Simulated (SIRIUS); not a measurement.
InP: equation of state with RPBE

The system is InP.

```xyz
2
Lattice="0.0000 2.9305 2.9305 2.9305 0.0000 2.9305 2.9305 2.9305 0.0000" Properties=species:S:1:pos:R:3 pbc="T T T"
In    0.0000    0.0000    0.0000
P     4.3957    4.3957    4.3957
```

- Program: SIRIUS 7.12.0
- Task: equation of state
- Functional: RPBE
- Potentials or basis: all-electron FP-LAPW
- Cutoff: 172 eV
- Basis: apw+lo standard
- k mesh: 8 × 8 × 8
- Occupations: fermi-dirac, width 0.05 eV
- Spin: no spin polarisation
- Muffin tin radii: In 2.43, P 2.19 bohr
- Basis cutoff (gk_cutoff): 3.56 1/bohr
- Cutoff of density and potential (pw_cutoff): 20 1/bohr
- lmax of the basis: 10
- lmax of density and potential: 8
- Valence relativity: iora
- Core states: In 1s2s2p3s3p3d, P 1s
- Local orbitals (radial functions): In 14, P 12
- Smallest sphere radius times basis cutoff: 7.8

The equilibrium volume is 27.22 Å³/atom (rough: see the caveat). The bulk modulus is 54 GPa (rough).

Energy against volume, from the lowest point:
```csv
volume (Å³/atom),energy (meV/atom)
23.657,101.50
24.160,71.42
24.663,47.18
25.167,28.40
25.670,14.91
26.173,5.49
26.677,0.00
```

All runs of the series together: 7.1 min on 1 thread of Arm Neoverse V1, on a shared host.

Caveat: the minimum lies outside the volumes run.
